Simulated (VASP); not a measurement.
Set up this calculation in VASP 6.6.1, as the native input.

| Quantity | Value |
| --- | --- |
| Task | single point |
| Functional | PBE |
| Potentials or basis | VASP PAW PBE potentials, release 64 (Rh_pv) |
| Cutoff | 520 eV |
| k mesh | 18 × 18 × 6 |
| Occupations | gaussian, width 0.1 eV |
| Spin | no spin polarisation |
| Dipole correction | no |
| Further INCAR settings | ALGO = Fast; EDIFF = 1e-06; NBANDS = 38 |

The structure of Rh lies in POSCAR:

```
Rh
1.0
    2.6211670794      0.0000000000      0.0000000000
   -1.3105835397      2.2699972783      0.0000000000
    0.0000000000      0.0000000000      8.3034426273
Rh
4
Direct
    0.0000000000      0.0000000000      0.0000000000
    0.3333333300      0.6666666700      0.2500000000
    0.0000000000      0.0000000000      0.5000000000
    0.6666666700      0.3333333300      0.7500000000
```

This isn't the form of Rh at room conditions, which is fcc.

The cell isn't the ideal one: strained and moved within the space group.

These files were run (other wordings do the same):

INCAR

```
SYSTEM = Rh
ALGO = Fast
EDIFF = 1E-6
ENCUT = 520
GGA = PE
ISIF = 2
ISMEAR = 0
LASPH = .TRUE.
LCHARG = .FALSE.
LREAL = .FALSE.
LWAVE = .FALSE.
NBANDS = 38
NELM = 100
PREC = Accurate
SIGMA = 0.1
```

KPOINTS

```
k-points
0
G
  18 18 6
  0 0 0
```

Potentials or basis: VASP PAW PBE potentials, release 64 (Rh_pv).

The run is started by

```bash
$ cat potpaw_PBE.64/Rh_pv/POTCAR > POTCAR
$ mpirun -np 1 vasp_std > vasp.out
```

Results of the run:

```yaml
Pressure: 47.2 GPa
Band_gap_on_the_k_mesh: none (metal or under the smearing width)
```

Caveat: so large a pressure means that the cell lies far from this level's equilibrium, or that cutoff or potentials fall short.

Run time: 3 min on 1 thread of Intel(R) Xeon(R) 6975P-C (Granite Rapids), on a shared host, peak memory 0.3 GiB.
